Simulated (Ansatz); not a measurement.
A plane-wave DFT run in Ansatz 0.2.0 (scalar-relativistic PAW potentials unless the input names others): input and command.

```yaml
crystal:
  lattice:
    - [-1.8996082674, 1.8996082674, 4.8485069703]
    - [1.8996082674, -1.8996082674, 4.8485069703]
    - [1.8996082674, 1.8996082674, -4.8485069703]
  atoms:
    - { symbol: Ti, position: [0.0, 0.0, 0.0], spin: 1.0 }
    - { symbol: Ti, position: [0.75, 0.25, 0.5], spin: 1.0 }
    - { symbol: O, position: [0.2064947456, 0.2064947456, 0.0] }
    - { symbol: O, position: [0.9564947456, 0.4564947456, 0.5] }
    - { symbol: O, position: [0.5435052544, 0.0435052544, 0.5] }
    - { symbol: O, position: [0.7935052544, 0.7935052544, 0.0] }
basis:
  ecutwfc: 420
kpoints:
  mp_grid: { grid: [10, 10, 10] }
hamiltonian:
  xc: pbe
  hubbard: { sites: [{ species: Ti, l: f, u_eff: 30.0 }] }
scf:
  occupations: { method: gaussian, width: 0.02 }
  max_iter: 50
output:
  forces: true
  eigenvalues: true
  stress: true
magnetization:
  spin_polarized: true
```

```bash
ansatz run input.yaml --threads 2 --pin off --max-ram 5120MiB --backend cpu --events-out ev --progress --plain --runs-dir out
```

**Question.** What is wrong with this input?

**Answer.** The program refuses it, because of a U on a shell that isn't there (hamiltonian.hubbard: {"sites": [{"species": "Ti", "l": "d", "u_eff": 4.0}]} → {"sites": [{"species": "Ti", "l": "f", "u_eff": 30.0}]}). With the sound run's settings it is accepted.

Abridged log:
```
Error: inconsistent input (hamiltonian.hubbard.sites[].l, hamiltonian.hubbard.sites[].shell): the file of Ti doesn't list 4f, and it can't be added: PBE doesn't bind the shell 4f of the free atom, whose level lies at +1.05 eV. Type an atom or ion with it (hamiltonian.pseudopotentials.projection_atoms), take another file or name another shell
```